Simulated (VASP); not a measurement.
# CsPbCl3 (Pm-3m) in VASP: a series of runs

The runs below take CsPbCl3 through single point, with PBE.

Everything below comes from runs of VASP 6.6.1. Logs are shortened: lines on timing, memory, paths and dates and some standing lists are left out, and cuts for length are marked.

**1. The structure**

The structure is cubic, space group Pm-3m (No. 221). Conventional cell: a = 5.605 Å, b = 5.605 Å, c = 5.605 Å, α = 90.00°, β = 90.00°, γ = 90.00°. Around Pb (site symmetry m-3m) lie 6 Cl at 2.80 Å. Around Cs (site symmetry m-3m) lie 12 Cl at 3.96 Å. Cl (site symmetry 4/mmm) is surrounded by 2 Pb at 2.80 Å.

**2. Single point, PBE**

The input, INCAR:

```
SYSTEM = CsPbCl3
ALGO = Normal
EDIFF = 1E-6
ENCUT = 520
GGA = PE
ISIF = 2
ISMEAR = -1
LASPH = .True.
LCHARG = .False.
LREAL = .False.
LWAVE = .False.
NBANDS = 30
NELM = 100
PREC = Accurate
SIGMA = 0.05
```

The input, KPOINTS:

```
k-points
0
Gamma
  5 5 5
  0 0 0
```

The input, POSCAR:

```
CsPbCl3
1.0
    5.6050000000      0.0000000000      0.0000000000
    0.0000000000      5.6050000000      0.0000000000
    0.0000000000      0.0000000000      5.6050000000
Pb Cs Cl
1 1 3
Direct
    0.5000000000      0.5000000000      0.5000000000
    0.0000000000      0.0000000000      0.0000000000
    0.5000000000      0.0000000000      0.5000000000
    0.0000000000      0.5000000000      0.5000000000
    0.5000000000      0.5000000000      0.0000000000
```

Potentials or basis: VASP PAW PBE potentials, release 64 (Pb_d, Cs_sv, Cl).

Launch:

```
$ cat potpaw_PBE.64/Pb_d/POTCAR potpaw_PBE.64/Cs_sv/POTCAR potpaw_PBE.64/Cl/POTCAR > POTCAR
$ mpirun -np 1 vasp_std > vasp.out
```

OUTCAR:

```text
SYSTEM = CsPbCl3
   EDIFF = 1E-6
   ENCUT = 520
   GGA = PE
   ISIF = 2
   ISMEAR = -1
   LASPH = .True.
   LREAL = .False.
   NELM = 100
   PREC = Accurate

 ion  position               nearest neighbor table
   1  0.500  0.500  0.500-   3 2.80   4 2.80   5 2.80   5 2.80   3 2.80   4 2.80
   2  0.000  0.000  0.000-
   3  0.500  0.000  0.500-   1 2.80   1 2.80
   4  0.000  0.500  0.500-   1 2.80   1 2.80
   5  0.500  0.500  0.000-   1 2.80   1 2.80

  LATTYP: Found a simple cubic cell.
 ALAT       =     5.6050000000

  Lattice vectors:

 A1 = (   5.6050000000,   0.0000000000,   0.0000000000)
 A2 = (   0.0000000000,   5.6050000000,   0.0000000000)
 A3 = (   0.0000000000,   0.0000000000,   5.6050000000)

Analysis of symmetry for initial positions (statically):
=====================================================================
 Subroutine PRICEL returns:
 Original cell was already a primitive cell.

 Routine SETGRP: Setting up the symmetry group for a
 simple cubic supercell.

 Subroutine GETGRP returns: Found 48 space group operations
 (whereof 48 operations were pure point group operations)
 out of a pool of 48 trial point group operations.

The static configuration has the point symmetry O_h .

Analysis of symmetry for dynamics (positions and initial velocities):
=====================================================================
 Subroutine PRICEL returns:
 Original cell was already a primitive cell.

 Routine SETGRP: Setting up the symmetry group for a
 simple cubic supercell.

 Subroutine GETGRP returns: Found 48 space group operations
 (whereof 48 operations were pure point group operations)
 out of a pool of 48 trial point group operations.

The dynamic configuration has the point symmetry O_h .

 Subroutine INISYM returns: Found 48 space group operations
 (whereof 48 operations are pure point group operations),
 and found     1 'primitive' translations

----------------------------------------------------------------------------------------

                                     Primitive cell

  volume of cell :     176.0868

  direct lattice vectors                    reciprocal lattice vectors
     5.605000000  0.000000000  0.000000000     0.178412132  0.000000000  0.000000000
     0.000000000  5.605000000  0.000000000     0.000000000  0.178412132  0.000000000
     0.000000000  0.000000000  5.605000000     0.000000000  0.000000000  0.178412132

  length of vectors
     5.605000000  5.605000000  5.605000000     0.178412132  0.178412132  0.178412132

  position of ions in fractional coordinates (direct lattice)
     0.500000000  0.500000000  0.500000000
     0.000000000  0.000000000  0.000000000
     0.500000000  0.000000000  0.500000000
     0.000000000  0.500000000  0.500000000
     0.500000000  0.500000000  0.000000000

  ion indices of the primitive-cell ions
   primitive index   ion index
                 1           1
                 2           2
                 3           3
                 4           4
                 5           5

----------------------------------------------------------------------------------------

 KPOINTS: k-points

Automatic generation of k-mesh.
 Grid dimensions read from file:
 generate k-points for:    5    5    5

 Generating k-lattice:

  Cartesian coordinates                     Fractional coordinates (reciprocal lattice)
     0.035682426  0.000000000  0.000000000     0.200000000  0.000000000  0.000000000
     0.000000000  0.035682426  0.000000000     0.000000000  0.200000000  0.000000000
     0.000000000  0.000000000  0.035682426     0.000000000  0.000000000  0.200000000

  Length of vectors
     0.035682426  0.035682426  0.035682426

  Shift w.r.t. Gamma in fractional coordinates (k-lattice)
     0.000000000  0.000000000  0.000000000

 Subroutine IBZKPT returns following result:
 ===========================================

 Found     10 irreducible k-points:

 Following reciprocal coordinates:
            Coordinates               Weight
  0.000000  0.000000  0.000000      1.000000
  0.200000  0.000000  0.000000      6.000000
  0.400000  0.000000  0.000000      6.000000
  0.200000  0.200000  0.000000     12.000000
  0.400000  0.200000  0.000000     24.000000
  0.400000  0.400000  0.000000     12.000000
  0.200000  0.200000  0.200000      8.000000
  0.400000  0.200000  0.200000     24.000000
  0.400000  0.400000  0.200000     24.000000
  0.400000  0.400000  0.400000      8.000000
   k-points           NKPTS =     10   k-points in BZ     NKDIM =     10   number of bands    NBANDS=     30
   number of dos      NEDOS =    301   number of ions     NIONS =      5
   total plane-waves  NPLWV =  74088
   dimension x,y,z NGX =    42 NGY =   42 NGZ =   42
   dimension x,y,z NGXF=    84 NGYF=   84 NGZF=   84
   ions per type =               1   1   3
   NGX,Y,Z   is equivalent  to a cutoff of  12.46, 12.46, 12.46 a.u.
   NGXF,Y,Z  is equivalent  to a cutoff of  24.91, 24.91, 24.91 a.u.
 SYSTEM =  CsPbCl3
   PREC   = accura    normal or accurate (medium, high low for compatibility)
   ISTART =      0    job   : 0-new  1-cont  2-samecut
   ICHARG =      2    charge: 1-file 2-atom 10-const
   ISPIN  =      1    spin polarized calculation?
   LNONCOLLINEAR =      F non collinear calculations
   LSORBIT =      F    spin-orbit coupling
   LASPH  =      T    aspherical Exc in radial PAW
   ENCUT  =  520.0 eV  38.22 Ry    6.18 a.u.  10.42 10.42 10.42*2*pi/ulx,y,z
   NELM   =    100;   NELMIN=  2; NELMDL= -5     # of ELM steps
   EDIFF  = 0.1E-05   stopping-criterion for ELM
   LREAL  =      F    real-space projection
   EDIFFG = 0.1E-04   stopping-criterion for IOM
   NSW    =      0    number of steps for IOM
   IBRION =     -1    ionic relax: 0-MD 1-quasi-New 2-CG
   NFREE  =      0    steps in history (QN), initial steepest desc. (CG)
   ISIF   =      2    stress and relaxation
   ISYM   =      2    0-nonsym 1-usesym 2-fastsym
   POTIM  = 0.5000    time-step for ionic-motion
   TEBEG  =    0.0;   TEEND  =   0.0 temperature during run
   PSTRESS=    0.0 pullay stress
   NELECT =      44.0000    total number of electrons
   NUPDOWN=      -1.0000    fix difference up-down
   EMIN   =  10.00;   EMAX   =-10.00  energy-range for DOS
   EFERMI =   0.00;   METHOD = LEGACY
   ISMEAR =    -1;   SIGMA  =   0.05  broadening in eV -4-tet -1-fermi 0-gaus
   EFERMI_NEDOS =   21; number of points for ismear=-14 and -15
   IALGO  =     38    algorithm
   IMIX   =      4    mixing-type and parameters
     AMIX     =   0.40;   BMIX     =  1.00
     AMIX_MAG =   1.60;   BMIX_MAG =  1.00
  volume/ion in A,a.u.               =      35.22       237.66
  Fermi-wavevector in a.u.,A,eV,Ry     =   1.031138  1.948568 14.466333  1.063245
  Thomas-Fermi vector in A             =   2.165271
   LORBIT       =      0    0 simple, 1 ext, 2 COOP (PROOUT), +10 PAW based schemes
   GGA     = PE    functional components
   LHFCALC =     F    Hartree Fock is set to
   AEXX    =    0.0000 exact exchange contribution
   IVDW    =     0    specifies the selected vdW correction
   LEPSILON=     F    determine dielectric tensor
   LRPA    =     F    only Hartree local field effects (RPA)
 non-spin polarized calculation
  energy-cutoff  :      520.00
  volume of cell :      176.09
 maximum number of plane-waves:      4765
 NGX is ok and might be reduce to    42
   NGX = 21   NGY = 21   NGZ = 21

 number of electron      44.0000004 magnetization

 Free energy of the ion-electron system (eV)
  ---------------------------------------------------
  ext. energy  EPLUGINS =         0.00000000
  ---------------------------------------------------
  free energy    TOTEN  =       -17.50764346 eV

  energy without entropy =      -17.50764346  energy(sigma->0) =      -17.50764346

 E-fermi :   2.3247     XC(G=0):  -7.8210

 val. band max:        1.2033176158   @ k =   0.4000   0.4000   0.4000
 cond. band min:       4.1667499998   @ k =   0.4000   0.4000   0.4000
 fundamental gap:      2.9634323841
 Fermi energy:         2.3247075011

 k-point     1 :       0.0000    0.0000    0.0000
  band No.  band energies     occupation
      1     -19.5682      2.00000
      2     -15.0076      2.00000
      3     -15.0076      2.00000
      4     -14.7600      2.00000
      5     -14.7600      2.00000
      6     -14.7600      2.00000
[... 22 lines left out ...]
     29       7.9944      0.00000
     30       7.9944      0.00000

 k-point     2 :       0.2000    0.0000    0.0000
  band No.  band energies     occupation
      1     -19.5674      2.00000
      2     -15.0076      2.00000
      3     -14.9718      2.00000
      4     -14.7606      2.00000
      5     -14.7606      2.00000
      6     -14.7600      2.00000
[... 22 lines left out ...]
     29       7.1360      0.00000
     30       8.0494      0.00000

 k-point     3 :       0.4000    0.0000    0.0000
  band No.  band energies     occupation
      1     -19.5662      2.00000
      2     -15.0074      2.00000
      3     -14.9116      2.00000
      4     -14.7614      2.00000
      5     -14.7614      2.00000
      6     -14.7600      2.00000
[... 22 lines left out ...]
     29       7.4456      0.00000
     30       8.5476      0.00000

 k-point     4 :       0.2000    0.2000    0.0000
  band No.  band energies     occupation
      1     -19.5667      2.00000
      2     -14.9902      2.00000
      3     -14.9519      2.00000
      4     -14.7611      2.00000
      5     -14.7605      2.00000
      6     -14.7605      2.00000
[... 22 lines left out ...]
     29       7.3473      0.00000
     30       7.9366      0.00000

 k-point     5 :       0.4000    0.2000    0.0000
  band No.  band energies     occupation
      1     -19.5655      2.00000
      2     -14.9844      2.00000
      3     -14.8948      2.00000
      4     -14.7619      2.00000
      5     -14.7614      2.00000
      6     -14.7605      2.00000
[... 22 lines left out ...]
     29       7.6373      0.00000
     30       8.1826      0.00000

 k-point     6 :       0.4000    0.4000    0.0000
  band No.  band energies     occupation
      1     -19.5645      2.00000
      2     -14.9633      2.00000
      3     -14.8478      2.00000
      4     -14.7627      2.00000
      5     -14.7613      2.00000
      6     -14.7613      2.00000
[... 22 lines left out ...]
     29       7.9582      0.00000
     30       8.0244      0.00000

 k-point     7 :       0.2000    0.2000    0.2000
  band No.  band energies     occupation
      1     -19.5660      2.00000
      2     -14.9518      2.00000
      3     -14.9518      2.00000
      4     -14.7611      2.00000
      5     -14.7611      2.00000
      6     -14.7611      2.00000
[... 22 lines left out ...]
     29       7.7731      0.00000
     30       7.7731      0.00000

 k-point     8 :       0.4000    0.2000    0.2000
  band No.  band energies     occupation
      1     -19.5649      2.00000
      2     -14.9517      2.00000
      3     -14.8868      2.00000
      4     -14.7619      2.00000
      5     -14.7619      2.00000
      6     -14.7610      2.00000
[... 22 lines left out ...]
     29       7.9242      0.00000
     30       8.1721      0.00000

 k-point     9 :       0.4000    0.4000    0.2000
  band No.  band energies     occupation
      1     -19.5639      2.00000
      2     -14.9210      2.00000
      3     -14.8477      2.00000
      4     -14.7627      2.00000
      5     -14.7619      2.00000
      6     -14.7619      2.00000
[... 22 lines left out ...]
     29       7.8735      0.00000
     30       7.9645      0.00000

 k-point    10 :       0.4000    0.4000    0.4000
  band No.  band energies     occupation
      1     -19.5630      2.00000
      2     -14.8477      2.00000
      3     -14.8477      2.00000
      4     -14.7628      2.00000
      5     -14.7628      2.00000
      6     -14.7627      2.00000
[... 22 lines left out ...]
     29       7.5015      0.00000
     30       8.3753      0.00000

------------------------ aborting loop because EDIFF is reached ----------------------------------------

  FORCE on cell =-STRESS in cart. coord.  units (eV):
  Direction    XX          YY          ZZ          XY          YZ          ZX
  --------------------------------------------------------------------------------------
  -------------------------------------------------------------------------------------
  Total        1.8524129      1.8524129      1.8524129      0.0000000      0.0000000      0.0000000
  in kB       16.8547196     16.8547196     16.8547196      0.0000000      0.0000000      0.0000000
  external PRESSURE =      16.8547196 kB  Pullay stress =       0.0000000 kB

 VOLUME and BASIS-vectors are now :
 -----------------------------------------------------------------------------
  energy-cutoff  :      520.00
  volume of cell :      176.09
      direct lattice vectors                 reciprocal lattice vectors
     5.605000000  0.000000000  0.000000000     0.178412132  0.000000000  0.000000000
     0.000000000  5.605000000  0.000000000     0.000000000  0.178412132  0.000000000
     0.000000000  0.000000000  5.605000000     0.000000000  0.000000000  0.178412132

 POSITION                                       TOTAL-FORCE (eV/Angst)
 -----------------------------------------------------------------------------------
      2.80250      2.80250      2.80250         0.000000      0.000000      0.000000
      0.00000      0.00000      0.00000         0.000000      0.000000      0.000000
      2.80250      0.00000      2.80250         0.000000      0.000000      0.000000
      0.00000      2.80250      2.80250         0.000000      0.000000      0.000000
      2.80250      2.80250      0.00000         0.000000      0.000000      0.000000
 -----------------------------------------------------------------------------------
    total drift:                                0.000000     -0.000000     -0.000000

  FREE ENERGIE OF THE ION-ELECTRON SYSTEM (eV)
  ---------------------------------------------------
  free  energy   TOTEN  =       -17.5076434563 eV

  energy  without entropy=      -17.5076434563  energy(sigma->0) =      -17.50764346
```

Wall time 57 s (1 thread of Intel Xeon Platinum 8488C (Sapphire Rapids), shared host); peak memory 0.27 GiB.

What came out:

| Item | Value |
| --- | --- |
| Free energy | -17.5076 eV |
| Pressure | 1.7 GPa |
| Band gap on the k mesh | 2.96 eV, direct |

Levels at points of the mesh, in eV from the valence-band top:
```tsv
k point	band 18	band 19	band 20	band 21	band 22	band 23	band 24	band 25	band 26	band 27
(0.00, 0.00, 0.00)	-2.05	-2.05	-1.94	-1.94	-1.94	3.94	4.88	4.88	5.80	5.80
```

Caveat: spin-orbit coupling is left out, which as a rule narrows the gap of such compounds by several tenths of an eV; an odd mesh through Γ misses points on the zone boundary, where band edges often lie. PBE gaps usually lie below the measured ones, often by a third to a half.

**3. Single point, PBE**

The input, INCAR:

```
ALGO = Normal ; EDIFF = 1E-7
ENCUT = 520 ; GGA = PE
ISIF = 2 ; ISMEAR = -1
LASPH = True ; LCHARG = False
LREAL = False ; LWAVE = False
NBANDS = 30 ; NELM = 100
PREC = Accurate ; SIGMA = 0.05
```

The input, KPOINTS:

```
k-points
0
Gamma
  5 5 5
```

POSCAR is that of step 2.

Potentials or basis: VASP PAW PBE potentials, release 64 (Pb_d, Cs_sv, Cl).

Launch:

```
$ cat potpaw_PBE.64/Pb_d/POTCAR potpaw_PBE.64/Cs_sv/POTCAR potpaw_PBE.64/Cl/POTCAR > POTCAR
$ mpirun -np 1 vasp_std > vasp.out
```

It took 55 s on 1 thread of Intel Xeon Platinum 8488C (Sapphire Rapids), shared host; peak memory 0.27 GiB.

Results (log left out):

```yaml
Free_energy: -17.5076 eV
Pressure: 1.7 GPa
Band_gap_on_the_k_mesh: 2.96 eV, direct
```

Levels at points of the mesh, in eV from the valence-band top:
| k point | band 20 | band 21 | band 22 | band 23 | band 24 | band 25 |
| --- | --- | --- | --- | --- | --- | --- |
| (0.00, 0.00, 0.00) | -1.94 | -1.94 | -1.94 | 3.94 | 4.88 | 4.88 |

Caveat: spin-orbit coupling is left out, which as a rule narrows the gap of such compounds by several tenths of an eV; an odd mesh through Γ misses points on the zone boundary, where band edges often lie.

[end of part 1 of 2]
